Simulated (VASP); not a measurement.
# NiO (Fm-3m) in VASP: further runs, part 2 of 3

VASP 6.6.1.

## 3. Elastic constants, PBE+U, collinear spin, antiferromagnetic start

POSCAR reads:

```
NiO
1.0
    4.1800000000      2.0900000000      2.0900000000
    2.0900000000      4.1800000000      2.0900000000
    2.0900000000      2.0900000000      4.1800000000
Ni O
2 2
Direct
    0.0000000000      0.0000000000      0.0000000000
    0.5000000000      0.5000000000      0.5000000000
    0.2500000000      0.2500000000      0.2500000000
    0.7500000000      0.7500000000      0.7500000000
```

INCAR.step1 reads:

```
ALGO = Normal
EDIFF = 1E-8
EDIFFG = -0.002
ENCUT = 600
GGA = PE
IBRION = 2
ISIF = 3
ISMEAR = 0
ISPIN = 2
KPAR = 4
LASPH = T
LCHARG = F
LDAU = T
LDAUJ = 0 0
LDAUL = 2 -1
LDAUPRINT = 1
LDAUTYPE = 2
LDAUU = 5 0
LMAXMIX = 4
LORBIT = 11
LREAL = F
LWAVE = F
MAGMOM = 2 -2 0 0
NELM = 120
NSW = 40
PREC = Accurate
SIGMA = 0.15
```

INCAR.step2 reads:

```
ALGO = Normal
EDIFF = 1E-8
ENCUT = 600
GGA = PE
IBRION = 6
ISIF = 3
ISMEAR = 0
ISPIN = 2
KPAR = 4
LASPH = T
LCHARG = F
LDAU = T
LDAUJ = 0 0
LDAUL = 2 -1
LDAUPRINT = 1
LDAUTYPE = 2
LDAUU = 5 0
LMAXMIX = 4
LORBIT = 11
LREAL = F
LWAVE = F
MAGMOM = 2 -2 0 0
NELM = 120
NFREE = 2
NSW = 1
POTIM = 0.015
PREC = Accurate
SIGMA = 0.15
```

KPOINTS reads:

```
k-points
0
Gamma
  7 7 7
```

Potentials or basis: VASP PAW PBE potentials, release 64 (Ni, O).

On the command line:

```bash
$ cat potpaw_PBE.64/Ni/POTCAR potpaw_PBE.64/O/POTCAR > POTCAR
$ cp INCAR.step1 INCAR
$ mpirun -np 4 vasp_std > vasp.out
$ cp CONTCAR POSCAR
$ cp INCAR.step2 INCAR
$ mpirun -np 4 vasp_std > vasp.out
```

OUTCAR:

```text
EDIFF = 1E-8
   ENCUT = 600
   GGA = PE
   IBRION = 6
   ISIF = 3
   ISMEAR = 0
   ISPIN = 2
   LASPH = T
   LORBIT = 11
   LREAL = F
   NELM = 120
   NFREE = 2
   NSW = 1
   POTIM = 0.015
   PREC = Accurate

 ion  position               nearest neighbor table
   1  0.000  0.000  0.000-   4 2.09   3 2.09   4 2.09   4 2.09   3 2.09   3 2.09   2 2.96   2 2.96
                             2 2.96   2 2.96   2 2.96   2 2.96
   2  0.500  0.500  0.500-   3 2.09   4 2.09   3 2.09   3 2.09   4 2.09   4 2.09   1 2.96   1 2.96
                             1 2.96   1 2.96   1 2.96   1 2.96
   3  0.250  0.250  0.250-   1 2.09   2 2.09   1 2.09   1 2.09   2 2.09   2 2.09
   4  0.750  0.750  0.750-   2 2.09   1 2.09   2 2.09   2 2.09   1 2.09   1 2.09

  LATTYP: Found a trigonal (rhomboedric) cell.
 ALAT       =     5.1247276227
 COS(alpha) =     0.8330615287

  Lattice vectors:

 A1 = (   4.1851750931,   2.0913085195,   2.0913085195)
 A2 = (   2.0913085195,   4.1851750931,   2.0913085195)
 A3 = (   2.0913085195,   2.0913085195,   4.1851750931)

Analysis of symmetry for initial positions (statically):
=====================================================================
 Subroutine PRICEL returns following result:
[... 1659 lines left out ...]
  x     0.00000     0.00000     0.00000    -0.00000    -0.00000    -0.00000
  y     0.00000     0.00000    -0.00000     0.00000     0.00000    -0.00000
  z    -0.00000    -0.00000    -0.00000     0.00000    -0.00000    -0.00000

 INTERNAL STRAIN TENSORS FROM DISPLACED ATOMS
 ============================================

 INTERNAL STRAIN TENSOR FOR ION    1 for displacements in x,y,z  (eV/Angst):
          X           Y           Z          XY          YZ          ZX
  --------------------------------------------------------------------------------
  x     0.00000     0.00000     0.00000     0.00000     0.00000     0.00000
  y     0.00000     0.00000     0.00000     0.00000     0.00000     0.00000
  z     0.00000     0.00000     0.00000     0.00000     0.00000     0.00000

 INTERNAL STRAIN TENSOR FOR ION    4 for displacements in x,y,z  (eV/Angst):
          X           Y           Z          XY          YZ          ZX
  --------------------------------------------------------------------------------
  x     0.00000     0.00000     0.00000     0.00000     0.00000     0.00000
  y     0.00000     0.00000     0.00000     0.00000     0.00000     0.00000
  z     0.00000     0.00000     0.00000     0.00000     0.00000     0.00000

 Eigenvectors and eigenvalues of the dynamical matrix
 ----------------------------------------------------

   1 f  =   15.693151 THz    98.602974 2PiTHz  523.467161 cm-1    64.901627 meV
             X         Y         Z           dx          dy          dz
      0.000000  0.000000  0.000000    -0.000000    0.000000    0.000000
      4.183896  4.183896  4.183896    -0.000000    0.000000    0.000000
      2.091948  2.091948  2.091948    -0.408248   -0.408248   -0.408248
      6.275844  6.275844  6.275844     0.408248    0.408248    0.408248
[... 71 lines left out ...]
  12 f/i=    0.000753 THz     0.004734 2PiTHz    0.025132 cm-1     0.003116 meV
             X         Y         Z           dx          dy          dz
      0.000000  0.000000  0.000000    -0.361876   -0.361876   -0.361876
      4.183896  4.183896  4.183896    -0.361876   -0.361876   -0.361876
      2.091948  2.091948  2.091948    -0.188978   -0.188978   -0.188978
      6.275844  6.275844  6.275844    -0.188978   -0.188978   -0.188978

--------------------------------------------------------------------------------------------------------

 ELASTIC MODULI CONTR FROM IONIC RELAXATION (kBar)
 Direction    XX          YY          ZZ          XY          YZ          ZX
 --------------------------------------------------------------------------------
 XX           0.0000      0.0000      0.0000      0.0000      0.0000      0.0000
 YY           0.0000      0.0000      0.0000      0.0000      0.0000      0.0000
 ZZ           0.0000      0.0000      0.0000      0.0000      0.0000      0.0000
 XY           0.0000      0.0000      0.0000      0.0000      0.0000      0.0000
 YZ           0.0000      0.0000      0.0000      0.0000      0.0000      0.0000
 ZX           0.0000      0.0000      0.0000      0.0000      0.0000      0.0000
 --------------------------------------------------------------------------------

 TOTAL ELASTIC MODULI (kBar)
 Direction    XX          YY          ZZ          XY          YZ          ZX
 --------------------------------------------------------------------------------
 XX        3367.3645   1078.8969   1078.8969     -5.3954     -4.7954     -5.3963
 YY        1078.8969   3367.3645   1078.8969     -5.3963     -5.3954     -4.7954
 ZZ        1078.8969   1078.8969   3367.3645     -4.7954     -5.3963     -5.3954
 XY          -5.3954     -5.3963     -4.7954    887.1337     -0.4735     -0.4735
 YZ          -4.7954     -5.3954     -5.3963     -0.4735    887.1337     -0.4735
 ZX          -5.3963     -4.7954     -5.3954     -0.4735     -0.4735    887.1337
 --------------------------------------------------------------------------------

 total charge

# of ion       s       p       d       tot
------------------------------------------
    1        0.338   0.414   8.237   8.988
    2        0.338   0.414   8.237   8.988
    3        1.548   3.463   0.000   5.011
    4        1.548   3.463   0.000   5.011
--------------------------------------------------
tot          3.771   7.753  16.473  27.997

 magnetization (x)

# of ion       s       p       d       tot
------------------------------------------
    1       -0.003  -0.007   1.703   1.692
    2        0.003   0.007  -1.703  -1.692
    3        0.000   0.000   0.000   0.000
    4        0.000   0.000   0.000   0.000
--------------------------------------------------
tot          0.000   0.000   0.000   0.000
```

OUTCAR.step1:

```text
EDIFF = 1E-8
   EDIFFG = -0.002
   ENCUT = 600
   GGA = PE
   IBRION = 2
   ISIF = 3
   ISMEAR = 0
[... 1609 lines left out ...]
    1        0.338   0.413   8.237   8.988
    2        0.338   0.413   8.237   8.988
    3        1.548   3.463   0.000   5.011
    4        1.548   3.463   0.000   5.011
--------------------------------------------------
tot          3.771   7.753  16.473  27.997

 magnetization (x)

# of ion       s       p       d       tot
------------------------------------------
    1       -0.003  -0.007   1.703   1.692
    2        0.003   0.007  -1.703  -1.692
    3        0.000   0.000   0.000   0.000
    4        0.000   0.000   0.000   0.000
--------------------------------------------------
tot          0.000   0.000   0.000   0.000
```

OSZICAR.step1:

```text
N       E                     dE             d eps       ncg     rms          rms(c)
DAV:   1     0.275195294972E+03    0.27520E+03   -0.17406E+04  3576   0.236E+03
DAV:   2     0.122252153052E+02   -0.26297E+03   -0.24609E+03  3668   0.426E+02
DAV:   3    -0.199479250044E+02   -0.32173E+02   -0.30864E+02  4024   0.172E+02
[... 51 lines left out ...]
DAV:   4    -0.208834226934E+02   -0.59224E-06   -0.76940E-07  4696   0.140E-02    0.178E-03
DAV:   5    -0.208834227198E+02   -0.26398E-07   -0.10956E-07  5096   0.687E-03    0.104E-03
DAV:   6    -0.208834227418E+02   -0.22025E-07   -0.14671E-08  2216   0.342E-03    0.675E-04
DAV:   7    -0.208834227541E+02   -0.12301E-07   -0.10937E-08  1816   0.193E-03    0.500E-04
DAV:   8    -0.208834227589E+02   -0.47917E-08   -0.72402E-09  1928   0.142E-03
   4 F= -.20883423E+02 E0= -.20883423E+02  d E =-.881785E-05  mag=    -0.0000
```

Wall time 43 min (4 MPI ranks of Intel Xeon Platinum 8488C (Sapphire Rapids), shared host); peak memory 0.7 GiB.

Results:

```yaml
Relaxed_volume: 9.17 Å³/atom
Relaxed_cell: a = 5.125 Å, b = 5.125 Å, c = 5.125 Å, α = 33.59°, β = 33.59°, γ = 33.59°
Space_group_after_relaxing_to_0.05_Å: Fm-3m (No. 225)
Net_moment: 0.00 μB per cell
Site_moments: Ni +1.69, -1.69; O +0.00 μB
Valence_electrons_inside_the_program's_atomic_spheres: Ni 8.99; O 5.01
Elastic_constants_C11_C12_C44: 337, 108, 89 GPa
Voigt_bulk_modulus: 184 GPa
Highest_phonon_frequency_at_Γ_LO-TO_splitting_left_out: 523 cm⁻¹
```

The path:
| step | energy change (eV) | largest force (eV/Å) | pressure (GPa) | volume (Å³) |
| --- | --- | --- | --- | --- |
| 1 | 0.0000 | 0.0000 | 0.85 | 36.52 |
| 2 | -0.0003 | 0.0000 | -0.44 | 36.77 |
| 3 | -0.0005 | 0.0000 | -0.01 | 36.69 |
| 4 | -0.0005 | 0.0000 | 0.00 | 36.69 |

Final structure:
```
Ni O
1.0
     4.18518    2.09131    2.09131
     2.09131    4.18518    2.09131
     2.09131    2.09131    4.18518
Ni O
2 2
Direct
  0.00000 0.00000 0.00000
  0.50000 0.50000 0.50000
  0.25000 0.25000 0.25000
  0.75000 0.75000 0.75000
```

Phonon frequencies in cm⁻¹ (negative: imaginary):
```
              q point                                frequencies
(0.000, 0.000, 0.000)  0 0 0 193 193 313 323 323 359 370 370 523
```

Elastic tensor in Voigt notation (GPa, in the Cartesian axes of the cell as first typed):
```
337 108 108   0  -1  -1
108 337 108  -1   0  -1
108 108 337  -1  -1   0
  0  -1  -1  89   0   0
 -1   0  -1   0  89   0
 -1  -1   0   0   0  89
```

Eigenvalues of the final occupation matrices:
```
    site  spin  trace               eigenvalues
site 1 d     1   4.98  0.98 0.98 0.98 1.02 1.02
site 1 d     2   3.28  0.17 0.17 0.98 0.98 0.98
site 2 d     1   3.28  0.17 0.18 0.98 0.98 0.98
site 2 d     2   4.98  0.98 0.98 0.98 1.02 1.02
```

Clamped-ion elastic tensor (GPa):
```
337 108 108   0  -1  -1
108 337 108  -1   0  -1
108 108 337  -1  -1   0
  0  -1  -1  89   0   0
 -1   0  -1   0  89   0
 -1  -1   0   0   0  89
```

The state reached can hang on the start; a lower one may exist.

## 4. Elastic constants, PBE, collinear spin, antiferromagnetic start

POSCAR is that of step 3.

INCAR.step1 reads:

```
SYSTEM = NiO
ALGO = Normal
EDIFF = 1E-8
EDIFFG = -0.002
ENCUT = 600
GGA = PE
IBRION = 2
ISIF = 3
ISMEAR = 0
ISPIN = 2
KPAR = 4
LASPH = .True.
LCHARG = .False.
LMAXMIX = 4
LORBIT = 11
LREAL = .False.
LWAVE = .False.
MAGMOM = 2 -2 0 0
NELM = 150
NSW = 40
PREC = Accurate
SIGMA = 0.15
```

INCAR.step2 reads:

```
SYSTEM = NiO
ALGO = Normal
EDIFF = 1E-8
ENCUT = 600
GGA = PE
IBRION = 6
ISIF = 3
ISMEAR = 0
ISPIN = 2
KPAR = 4
LASPH = .True.
LCHARG = .False.
LMAXMIX = 4
LORBIT = 11
LREAL = .False.
LWAVE = .False.
MAGMOM = 2 -2 0 0
NELM = 150
NFREE = 2
NSW = 1
POTIM = 0.015
PREC = Accurate
SIGMA = 0.15
```

KPOINTS reads:

```
k-points
0
Gamma
  7 7 7
  0 0 0
```

On the command line:

```bash
$ cat potpaw_PBE.64/Ni/POTCAR potpaw_PBE.64/O/POTCAR > POTCAR
$ cp INCAR.step1 INCAR
$ mpirun -np 4 vasp_std > vasp.out
$ cp CONTCAR POSCAR
$ cp INCAR.step2 INCAR
$ mpirun -np 4 vasp_std > vasp.out
```

Run time: 26 min. Hardware: 4 MPI ranks of AMD EPYC 9R45 (Zen 5), shared host; peak memory 0.64 GiB.

It converged, with:

```
Relaxed volume                                          : 9.19 Å³/atom
Relaxed cell                                            : a = 5.115 Å, b = 5.115 Å, c = 5.115 Å, α = 33.74°, β = 33.74°, γ = 33.74°
Space group after relaxing (to 0.05 Å)                  : Fm-3m (No. 225)
Net moment                                              : 0.00 μB per cell
Site moments                                            : Ni +1.35, -1.35; O +0.00 μB
Valence electrons inside the program's atomic spheres   : Ni 8.98; O 4.97
Elastic constants C11, C12, C44                         : 343, 121, 58 GPa
Voigt bulk modulus                                      : 195 GPa
Highest phonon frequency at Γ, LO-TO splitting left out : 429 cm⁻¹
```

Step by step:
```tsv
step	energy change (eV)	largest force (eV/Å)	pressure (GPa)	volume (Å³)
1	0.0000	0.0000	1.37	36.52
2	-0.0009	0.0000	-0.83	36.93
3	-0.0012	0.0000	-0.07	36.79
4	-0.0013	0.0000	-0.04	36.78
5	-0.0014	0.0000	0.00	36.77
```

Final structure:
```yaml
crystal:
  lattice:
    - [4.18146, 2.08249, 2.08249]
    - [2.08249, 4.18146, 2.08249]
    - [2.08249, 2.08249, 4.18146]
  atoms:
    - { symbol: Ni, position: [0.00000, 0.00000, 0.00000] }
    - { symbol: Ni, position: [0.50000, 0.50000, 0.50000] }
    - { symbol: O, position: [0.25000, 0.25000, 0.25000] }
    - { symbol: O, position: [0.75000, 0.75000, 0.75000] }
```

Phonon frequencies in cm⁻¹ (negative: imaginary):
```
              q point                                frequencies
(0.000, 0.000, 0.000)  0 0 0 183 183 269 269 280 309 348 348 429
```

Elastic tensor in Voigt notation (GPa, in the Cartesian axes of the cell as first typed):
```
343 121 121  -1  -1  -1
121 343 121  -1  -1  -1
121 121 343  -1  -1  -1
 -1  -1  -1  58   0   0
 -1  -1  -1   0  58   0
 -1  -1  -1   0   0  58
```

Clamped-ion elastic tensor (GPa):
```
343 121 121  -1  -1  -1
121 343 121  -1  -1  -1
121 121 343  -1  -1  -1
 -1  -1  -1  58   0   0
 -1  -1  -1   0  58   0
 -1  -1  -1   0   0  58
```

(Part 2 of 3 ends here.)
